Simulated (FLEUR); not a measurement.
## SnO2 under changes of volume

One of the cells (14.496 Å³/atom); the others are scaled copies at fixed shape and fractional positions:

```
Sn O
1.0
     1.61709    0.93363    4.80059
    -1.61709    0.93363    4.80059
     0.00000   -1.86726    4.80059
Sn O
1 2
Direct
  0.50000 0.50000 0.50000
  0.76283 0.76283 0.76283
  0.23717 0.23717 0.23717
```

Measurements of this composition are mostly on another form, of space group No. 136.

```yaml
Program: FLEUR MaX-R8.1 (later development tree)
Functional: r2SCAN
Potentials_or_basis: all-electron
Basis: FLAPW
Kmax: 4.77 1/bohr
k_mesh: 10 × 10 × 10
Occupations: fermi-dirac, width 0.05 eV
Spin: no spin polarisation
```

```tsv
volume (Å³/atom)	energy over the lowest point (meV/atom)	gap on the mesh (eV)
13.626	0.00	2.93
13.916	0.04	2.79
14.496	13.43	2.51
15.075	?	?
15.365	75.04	2.15
```

**Question.** What does the run at 15.075 Å³/atom give?

**Answer.** Energy over the lowest point 52.66 meV/atom; gap on the mesh 2.26 eV.

Worked out: A Birch-Murnaghan fit of order 2 (a polynomial in V^(-2/3)) to the other rows has its minimum at 13.84 Å³/atom with B0 = V·E''(V) = 174 GPa at fixed shape and positions, which overstates the stiffness. It gives 50.21 meV/atom at 15.075 Å³/atom, against the run's 52.66. A straight line through the other rows of the gap, of slope -6.51 eV per unit of ln V, gives 2.27 eV, against the run's 2.26.

Energies are extrapolated to zero smearing.

Caveats: the meta-GGA is that of a development version, with a GGA for the radial functions and cores and without core tails; spin-orbit coupling is left out, which moves the levels of the heavy elements.

A mesh can miss the band edges.
